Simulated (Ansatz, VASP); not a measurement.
**Hf: VASP beside Ansatz**

```
Hf
1.0
    -1.74947    1.74947    1.74947
     1.74947   -1.74947    1.74947
     1.74947    1.74947   -1.74947
Hf
1
Cartesian
  0.0000 0.0000 0.0000
```

Alike in both runs: task single point; functional PBE; k mesh 18 × 18 × 18; occupations gaussian, width 0.05 eV; no spin polarisation.

|  | VASP | Ansatz |
| --- | --- | --- |
| version | VASP 6.6.1 | Ansatz 0.2.0 |
| potentials or method | VASP PAW PBE potentials, release 64 (Hf_pv) | scalar-relativistic, plane waves, PAW |
| plane-wave cutoff (eV) | 520 | 420 |
| valence electrons in the cell | 10 | 26 |

Ansatz gave:

| Quantity | Value |
| --- | --- |
| gap on the k mesh at the Fermi level (eV) | none |
| pressure (GPa) | 4.3 |

Task: What did VASP give for the same quantities?

Result: gap on the k mesh at the Fermi level (eV): none; pressure (GPa): 4.0.

A gap of «none» marks a metal or a gap that the smearing closes. With one functional, cell and mesh, what is left measures potentials, basis and numerics. The two sets of potentials don't hold the same shells in valence.

The runs have no spin-orbit coupling, so splittings on Hf are missing.
